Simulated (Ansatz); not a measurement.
# Si: single points about a listed cell

Aim: see how energy, forces, stress and gap of Si answer to further strains and shifts, distortions that keep the symmetry. Nothing is relaxed unless a step says so.

Program: Ansatz 0.2.0. Level of theory: DFT PBE, scalar-relativistic, plane waves, PAW. These are calculated values, not measurements.

## Step 1: The structure to begin with

Symmetry: Fm-3m, No. 225, cubic system. Conventional cell: a = 3.822 Å, b = 3.822 Å, c = 3.822 Å, α = 90.00°, β = 90.00°, γ = 90.00°. Si (site symmetry m-3m) is surrounded by 12 Si at 2.70 Å.

As a file:

```
CELL_PARAMETERS angstrom
0.00000 1.91083 1.91083
1.91083 0.00000 1.91083
1.91083 1.91083 0.00000
ATOMIC_POSITIONS crystal
Si 0.00000 0.00000 0.00000
```

The structure comes from the Materials Project (structure only).

## Step 2: A change within the space group

The change: strain xx, yy, zz, yz, xz, xy = -0.8, -0.8, -0.8, +0.0, +0.0, +0.0 %.

File input.yaml:

```yaml
crystal:
  lattice:
    - [0.0, 1.8961171457, 1.8961171457]
    - [1.8961171457, 0.0, 1.8961171457]
    - [1.8961171457, 1.8961171457, 0.0]
  atoms:
    - { symbol: Si, position: [0.0, 0.0, 0.0] }
basis:
  ecutwfc: 420
kpoints:
  mp_grid: { grid: [18, 18, 18] }
hamiltonian:
  xc: pbe
scf:
  occupations: { method: gaussian, width: 0.1 }
output:
  forces: true
  stress: true
  eigenvalues: true
```

## Step 3: A change within the space group

File input.yaml:

```yaml
crystal:
  lattice:
    - [0.0, 2.005435761, 2.005435761]
    - [2.005435761, 0.0, 2.005435761]
    - [2.005435761, 2.005435761, 0.0]
  atoms:
    - { symbol: Si, position: [0.0, 0.0, 0.0] }
basis:
  ecutwfc: 420
kpoints:
  mp_grid: { grid: [16, 16, 16] }
hamiltonian:
  xc: pbe
scf:
  occupations: { method: gaussian, width: 0.1 }
output:
  forces: true
  stress: true
  eigenvalues: true
  populations: true
```

Q: Predict the outcome of this session. Wanted: for each run, case; energy; pressure; largest force.

The runs gave:

| step | case | energy (meV/atom) | pressure (GPa) | largest force (eV/Å) | gap on the mesh (eV) |
| --- | --- | --- | --- | --- | --- |
| 2 | a change within the space group | +0.0 | 6.2 | 0.00 | 0.00 |
| 3 | a change within the space group | +32.4* | -7.2 | 0.00 | 0.00 |

Energies are counted from step 2, with the smearing taken to zero; a star marks another k mesh, which can shift energies by itself, so starred rows don't rank against the others. A gap of 0.00 means none on the mesh at this level.

**Reading.** The distorted cells of the listed formula and level show no gap on the mesh.
